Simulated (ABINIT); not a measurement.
# TiB2 (P6/mmm) in ABINIT: further runs, part 2 of 3

ABINIT 10.8.3 (patched build).

## Step 3: Optical spectrum, PBE

File run.abi:

```
# Datasets
ndtset 3

# Pseudopotentials
pp_dirpath "./"
pseudos "Ti.upf, B.upf"

# Structure
acell 3.0292 3.0292 3.2284 Angstrom
rprim
     1.0000000000     0.0000000000     0.0000000000
    -0.5000000000     0.8660254038     0.0000000000
     0.0000000000     0.0000000000     1.0000000000
ntypat 2
znucl 22 5
natom 3
typat 1 2 2
xred
            0.0            0.0            0.0
            2/3            1/3            1/2
            1/3            2/3            1/2

# Plane-wave basis
ecut 35.0

# k points
ngkpt 12 12 8
nshiftk 1
shiftk 0.0 0.0 0.5
istwfk *1

# Exchange and correlation
ixc 11

# Bands and occupations
occopt 3
tsmear 0.05 eV

# SCF cycle
nstep 80

# Output
iomode 3
prteig 0
prtebands 0

# Dataset 1: ground state
nband1 13
tolvrs1 1.0e-12
prtden1 1
prtwf1 0
kptopt1 1

# Dataset 2: empty bands at fixed density
iscf2 -3
getden2 1
nband2 19
nbdbuf2 4
tolwfr2 1.0e-12
nstep2 120
prtden2 0
kptopt2 1

# Dataset 3: wave functions and velocity matrix elements in the full zone
optdriver3 8
wfk_task3 "wfk_optics_fullbz"
getwfk3 2
nband3 15
kptopt3 1
prtevk3 1
inclvkb3 2
```

File optic.abi:

```
&FILES
 ddkfile_1 = 'runo_DS3_1_EVK.nc',
 ddkfile_2 = 'runo_DS3_2_EVK.nc',
 ddkfile_3 = 'runo_DS3_3_EVK.nc',
 wfkfile = 'runo_DS3_WFK.nc'
/
&PARAMETERS
 broadening = 0.005512,
 domega = 0.002,
 maxomega = 0.8,
 scissor = 0.000000,
 tolerance = 0.002
/
&COMPUTATIONS
 num_lin_comp = 2,
 lin_comp = 11,33,
 num_nonlin_comp = 0
/
```

Potentials or basis: PseudoDojo NC SR PBE v0.4.1 standard.

Command:

```console
abinit run.abi > log 2>&1
optic optic.abi > optic.log 2>&1
```

run.abo:

```text
.Version 10.8.3 of ABINIT
 DATASET    1 : space group P6/m m m (#191); Bravais hP (primitive hexag.)
================================================================================
 Values of the parameters that define the memory need for DATASET  1.
     intxc =       0    ionmov =       0      iscf =       7    lmnmax =       6
     lnmax =       6     mgfft =      36  mpssoang =       3    mqgrid =    3001
     natom =       3  nloc_mem =       1    nspden =       1   nspinor =       1
    nsppol =       1      nsym =      24    n1xccc =    2501    ntypat =       2
    occopt =       3   xclevel =       2
       mpw =        1732          nfft =       36864          nkpt =          76
================================================================================
================================================================================
[... 13 lines left out ...]
 DATASET    3 : space group P6/m m m (#191); Bravais hP (primitive hexag.)
================================================================================
 Values of the parameters that define the memory need for DATASET  3.
     intxc =       0    ionmov =       0      iscf =       7    lmnmax =       6
     lnmax =       6     mgfft =      36  mpssoang =       3    mqgrid =    3001
     natom =       3  nloc_mem =       1    nspden =       1   nspinor =       1
    nsppol =       1      nsym =      24    n1xccc =    2501    ntypat =       2
    occopt =       3   xclevel =       2
       mpw =        1732          nfft =       36864          nkpt =          76
================================================================================
================================================================================

--------------------------------------------------------------------------------
------------- Echo of variables that govern the present computation ------------
--------------------------------------------------------------------------------
 -outvars: echo values of preprocessed input variables --------
            acell      5.7243583806E+00  5.7243583806E+00  6.1007918249E+00 Bohr
              amu      4.78800000E+01  1.08110000E+01
             ecut      3.50000000E+01 Hartree
           getden1          0
           getden2          1
           getden3          0
           getwfk1          0
           getwfk2          0
           getwfk3          2
             iscf1          7
             iscf2         -3
             iscf3          7
              ixc          11
[... 374 lines left out ...]
internal            : -6.53544861650627E+01
'-kT*entropy'       : -9.60334004457172E-05
total_energy_dc     : -6.53545821984631E+01
...

================================================================================
== DATASET  3 ==================================================================

--- !DatasetInfo
iteration_state: {dtset: 3, }
dimensions: {natom: 3, nkpt: 76, mband: 15, nsppol: 1, nspinor: 1, nspden: 1, mpw: 1732, }
cutoff_energies: {ecut:  35.0, pawecutdg:  -1.0, }
electrons: {nelect:   1.80000000E+01, charge:   0.00000000E+00, occopt:   3.00000000E+00, tsmear:   1.83746611E-03, }
meta: {optdriver: 8, wfk_task: 7, }
...

 mkfilename : getwfk/=0, take file _WFK from output of DATASET   2.

 Exchange-correlation functional for the present dataset will be:
  GGA: Perdew-Burke-Ernzerhof functional - ixc=11
  J.P.Perdew, K.Burke, M.Ernzerhof, PRL 77, 3865 (1996)

--------------------------------------------------------------------------------

 Computation of velocity matrix elements (DDK)

 Parameters extracted from the Abinit header:
    ecut:     35.0
    nkpt:    1152
    mband:   19
    nsppol:  1
    nspinor: 1
    useylm:  0
    inclvkb: 2
    bmin: 1, bmax: 19
    Computing diagonal and off-diagonal matrix elements
    Between band index bmin: 1, bmax: 19

== END DATASET(S) ==============================================================
================================================================================

 -outvars: echo values of variables after computation  --------
            acell      5.7243583806E+00  5.7243583806E+00  6.1007918249E+00 Bohr
           etotal1    -6.5354582198E+01
           etotal2    -6.5354582198E+01
           etotal3     0.0000000000E+00
            fcart1     1.5679458693E-29  9.0525396969E-30 -0.0000000000E+00
                      -3.1358917386E-29  9.0525396969E-30 -0.0000000000E+00
                       1.5679458693E-29 -1.8105079394E-29 -0.0000000000E+00
            fcart3     0.0000000000E+00  0.0000000000E+00  0.0000000000E+00
                       0.0000000000E+00  0.0000000000E+00  0.0000000000E+00
                       0.0000000000E+00  0.0000000000E+00  0.0000000000E+00
            rprim      1.0000000000E+00  0.0000000000E+00  0.0000000000E+00
                      -5.0000000000E-01  8.6602540380E-01  0.0000000000E+00
                       0.0000000000E+00  0.0000000000E+00  1.0000000000E+00
           strten1     8.1859101078E-06  8.1859096444E-06  5.0376147873E-05
                       0.0000000000E+00  0.0000000000E+00  0.0000000000E+00
           strten3     0.0000000000E+00  0.0000000000E+00  0.0000000000E+00
                       0.0000000000E+00  0.0000000000E+00  0.0000000000E+00
           xangst      0.0000000000E+00  0.0000000000E+00  0.0000000000E+00
                       1.5146000000E+00  8.7445471773E-01  1.6142000000E+00
                      -5.6051459770E-17  1.7489094355E+00  1.6142000000E+00
             xred      0.0000000000E+00  0.0000000000E+00  0.0000000000E+00
                       6.6666666667E-01  3.3333333333E-01  5.0000000000E-01
                       3.3333333333E-01  6.6666666667E-01  5.0000000000E-01
 Calculation completed.
```

optic_0001_0001-linopt.out:

```text
#calculated the component:  1  1  of dielectric function
 #broadening:    0.000000E+00    5.512000E-03
 #scissors shift:    0.000000E+00
 #energy window:    7.597291E+01eV    2.791953E+00Ha
 # Energy(eV)         Im(eps(w))
    2.721139E-01    5.557628E+01
    8.163416E-01    3.426666E+01
    1.360569E+00    3.743988E+01
    1.904797E+00    1.953764E+01
    2.449025E+00    1.579559E+01
    2.993252E+00    1.292247E+01
[... 32 lines left out ...]
    2.095277E+01    3.447994E-01
    2.149700E+01    3.299986E-01
[... 169 lines left out ...]
    1.904797E+00    5.063117E-01
    2.449025E+00    4.732294E-01
    2.993252E+00    4.395624E-01
[... 32 lines left out ...]
    2.095277E+01    4.269009E-01
    2.149700E+01    4.131560E-01
 # Energy(eV)         absorption coeff (in 10^6 m-1) = omega Im(eps) / c n(eps)
    1.632683E-01    2.697220E+00
    7.074960E-01    1.738362E+01
    1.251724E+00    5.696300E+01
    1.795951E+00    5.510392E+01
    2.340179E+00    6.679964E+01
    2.884407E+00    6.944290E+01
[... 32 lines left out ...]
    2.084392E+01    1.300555E+02
    2.138815E+01    1.235935E+02
```

Run time: 2.3 min. Hardware: 1 thread of Arm Neoverse V1, shared host; peak memory 0.7 GiB.

Results:

| Quantity | Value |
| --- | --- |
| Free energy | -1778.3888 eV |

Dielectric function (mean over the directions given):
| energy (eV) | real part | imaginary part |
| --- | --- | --- |
| 0.33 | 50.38 | 38.71 |
| 0.98 | 31.90 | 36.80 |
| 1.63 | 7.66 | 19.68 |
| 2.29 | 4.20 | 19.73 |
| 2.94 | 1.75 | 12.82 |
| 3.70 | 0.40 | 12.75 |
| 4.35 | 0.88 | 10.42 |
| 5.01 | 0.62 | 8.82 |
| 5.66 | 2.54 | 7.99 |
| 6.31 | -0.18 | 7.32 |
| 7.08 | 1.35 | 7.19 |
| 7.73 | 1.32 | 9.09 |
| 8.38 | -2.32 | 8.03 |
| 9.03 | -2.14 | 5.09 |
| 9.69 | -1.15 | 4.82 |
| 10.45 | -1.16 | 4.36 |
| 11.10 | -1.22 | 4.62 |
| 11.76 | -1.67 | 5.02 |
| 12.41 | -2.53 | 4.10 |
| 13.06 | -2.51 | 2.55 |
| 13.82 | -2.08 | 2.18 |
| 14.48 | -1.77 | 1.65 |
| 15.13 | -1.71 | 1.44 |
| 15.78 | -1.47 | 0.92 |
| 16.44 | -1.21 | 1.06 |
| 17.20 | -1.01 | 0.69 |
| 17.85 | -0.76 | 0.59 |
| 18.50 | -0.64 | 0.70 |
| 19.16 | -0.46 | 0.61 |
| 19.92 | -0.44 | 0.38 |

Caveat: the cutoff is too short for stress, so the log's stress isn't used; the intraband (Drude) term is left out; spectra need much finer meshes, so this one isn't converged; independent-particle spectra lack excitons.

## Step 4: Optical spectrum, PBEsol

File run.abi:

```
ndtset 3

pp_dirpath "./"
pseudos "Ti.upf, B.upf"

acell 3*1.0 Angstrom
rprim
     3.0292000000     0.0000000000     0.0000000000
    -1.5146000000     2.6233641531     0.0000000000
     0.0000000000     0.0000000000     3.2284000000
ntypat 2
znucl 22 5
natom 3
typat 1 2 2
xred
            0.0            0.0            0.0
            2/3            1/3            1/2
            1/3            2/3            1/2

ecut 38.0

ngkpt 12 12 8
nshiftk 1
shiftk 0.0 0.0 0.5
istwfk *1

ixc -116133

occopt 3
tsmear 0.00183747

nstep 80

iomode 3
prteig 0
prtebands 0

nband1 13
tolvrs1 1.0e-12
prtden1 1
prtwf1 0
kptopt1 1

iscf2 -3
getden2 1
nband2 19
nbdbuf2 4
tolwfr2 1.0e-12
nstep2 120
prtden2 0
kptopt2 1

optdriver3 8
wfk_task3 "wfk_optics_fullbz"
getwfk3 2
nband3 15
kptopt3 1
prtevk3 1
inclvkb3 2
```

optic.abi: that of step 3 with these lines changed.

```diff
@@ -7,3 +7,3 @@
 &PARAMETERS
- broadening = 0.005512,
+ broadening = 0.007350,
  domega = 0.002,
```

Potentials or basis: PseudoDojo NC SR PBEsol v0.4.1 standard.

Command:

```console
abinit run.abi > log 2>&1
optic optic.abi > optic.log 2>&1
```

run.abo:

```text
.Version 10.8.3 of ABINIT
 DATASET    1 : space group P6/m m m (#191); Bravais hP (primitive hexag.)
================================================================================
 Values of the parameters that define the memory need for DATASET  1.
     intxc =       0    ionmov =       0      iscf =       7    lmnmax =       6
     lnmax =       6     mgfft =      36  mpssoang =       3    mqgrid =    3001
     natom =       3  nloc_mem =       1    nspden =       1   nspinor =       1
    nsppol =       1      nsym =      24    n1xccc =    2501    ntypat =       2
    occopt =       3   xclevel =       2
       mpw =        1965          nfft =       36864          nkpt =          76
================================================================================
================================================================================
[... 13 lines left out ...]
 DATASET    3 : space group P6/m m m (#191); Bravais hP (primitive hexag.)
================================================================================
 Values of the parameters that define the memory need for DATASET  3.
     intxc =       0    ionmov =       0      iscf =       7    lmnmax =       6
     lnmax =       6     mgfft =      36  mpssoang =       3    mqgrid =    3001
     natom =       3  nloc_mem =       1    nspden =       1   nspinor =       1
    nsppol =       1      nsym =      24    n1xccc =    2501    ntypat =       2
    occopt =       3   xclevel =       2
       mpw =        1965          nfft =       36864          nkpt =          76
================================================================================
================================================================================

[... 405 lines left out ...]
    ecut:     38.0
    nkpt:    1152
    mband:   19
    nsppol:  1
    nspinor: 1
    useylm:  0
    inclvkb: 2
    bmin: 1, bmax: 19
    Computing diagonal and off-diagonal matrix elements
    Between band index bmin: 1, bmax: 19

== END DATASET(S) ==============================================================
================================================================================

 -outvars: echo values of variables after computation  --------
            acell      1.8897261259E+00  1.8897261259E+00  1.8897261259E+00 Bohr
           etotal1    -6.5298395204E+01
           etotal2    -6.5298395204E+01
           etotal3     0.0000000000E+00
            fcart1    -0.0000000000E+00 -0.0000000000E+00 -0.0000000000E+00
                      -4.7038376079E-29  5.4315238183E-29 -0.0000000000E+00
                       4.7038376079E-29 -5.4315238183E-29 -0.0000000000E+00
            fcart3     0.0000000000E+00  0.0000000000E+00  0.0000000000E+00
                       0.0000000000E+00  0.0000000000E+00  0.0000000000E+00
                       0.0000000000E+00  0.0000000000E+00  0.0000000000E+00
            rprim      3.0292000000E+00  0.0000000000E+00  0.0000000000E+00
                      -1.5146000000E+00  2.6233641531E+00  0.0000000000E+00
                       0.0000000000E+00  0.0000000000E+00  3.2284000000E+00
           strten1     1.2907434316E-04  1.2907434358E-04  2.4486327094E-04
                       0.0000000000E+00  0.0000000000E+00  0.0000000000E+00
           strten3     0.0000000000E+00  0.0000000000E+00  0.0000000000E+00
                       0.0000000000E+00  0.0000000000E+00  0.0000000000E+00
           xangst      0.0000000000E+00  0.0000000000E+00  0.0000000000E+00
                       1.5146000000E+00  8.7445471770E-01  1.6142000000E+00
                      -5.6051459770E-17  1.7489094354E+00  1.6142000000E+00
             xred      0.0000000000E+00  0.0000000000E+00  0.0000000000E+00
                       6.6666666667E-01  3.3333333333E-01  5.0000000000E-01
                       3.3333333333E-01  6.6666666667E-01  5.0000000000E-01
 Calculation completed.
```

It took 2.2 min on 1 thread of Intel Xeon Platinum 8488C (Sapphire Rapids), shared host; peak memory 0.77 GiB.

Results:

- Free energy: -1776.8599 eV
- Pressure: -4.9 GPa

Dielectric function (mean over the directions given):
```csv
energy (eV),real part,imaginary part
0.33,50.02,28.88
1.31,9.61,31.46
2.29,4.98,18.90
3.37,3.15,12.43
4.35,1.30,10.28
5.44,1.67,7.20
6.42,0.29,7.03
7.51,2.24,7.16
8.49,-2.17,7.48
9.58,-1.12,5.06
10.56,-1.19,4.62
11.65,-1.57,4.87
12.63,-2.83,3.38
13.71,-2.04,2.26
14.69,-1.74,1.76
15.78,-1.44,0.99
16.76,-1.17,0.84
17.85,-0.78,0.62
18.83,-0.58,0.52
19.92,-0.46,0.41
```

Caveat: the intraband (Drude) term is left out; spectra need much finer meshes, so this one isn't converged; independent-particle spectra lack excitons.

(Part 2 of 3 ends here.)
